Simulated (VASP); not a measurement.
A run of VASP 6.6.1 is set up as follows.

File INCAR:

```
PREC = Accurate
ENCUT = 520
EDIFF = 1E-7
ISMEAR = 0
SIGMA = 0.1
LREAL = False
LASPH = True
NELM = 60
ALGO = Fast
ISIF = 2
LWAVE = False
LCHARG = False
GGA = PS
NBANDS = 21
```

KPOINTS

```
regular mesh
0
Gamma
  18 18 18
```

File POSCAR:

```
Ge
1.0
   -2.5163663828      2.5163663828      1.3836699324
    2.5163663828     -2.5163663828      1.3836699324
    2.5163663828      2.5163663828     -1.3836699324
Ge
2
Direct
    0.0000000000      0.0000000000      0.0000000000
    0.7500000000      0.2500000000      0.5000000000
```

Potentials or basis: VASP PAW PBE potentials, release 64 (Ge_d).

Run with:

```console
$ cat potpaw_PBE.64/Ge_d/POTCAR > POTCAR
$ mpirun -np 1 vasp_std > vasp.out
```

Question: Estimate the pressure.

Answer: 4.1 GPa.

Question: What does it give for the band gap on the k mesh?

Answer: None (metal or under the smearing width).

Caveat: the PAW data sets were made with another functional, which shifts forces and pressure a little.
